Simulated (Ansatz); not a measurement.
# Zr (Im-3m)

These are results of DFT PBE, scalar-relativistic, plane waves, PAW (Ansatz), not measurements.

Cutoff 420 eV; k points 16×16×16 on the computed 1-atom cell (Γ-centred); Gaussian smearing, width 0.10 eV; no spin polarisation.

The structure is relaxed at this level of theory with its symmetry kept. This bcc form isn't the element's structure at ambient conditions.

```
Zr
1.0
    -1.78728    1.78728    1.78728
     1.78728   -1.78728    1.78728
     1.78728    1.78728   -1.78728
Zr
1
Direct
  0.00000 0.00000 0.00000
```

```
Space group                                                       : Im-3m (No. 229)
Volume per atom                                                   : 22.84 Å³
Formation energy from the elements' standard states (uncorrected) : +0.084 eV/atom
Kohn–Sham band gap                                                : none (metal)
Density of states at the Fermi level                              : 1.67 states/eV per cell
Löwdin character within 0.5 eV of the Fermi level                 : Zr 4d 87 %, unprojected 5 %
Bader charges (e)                                                 : Zr (1 in the cell) 0.00
```

Cost: 1 run of about 0.2 core-minutes, on Arm Neoverse V1 (shared hosts).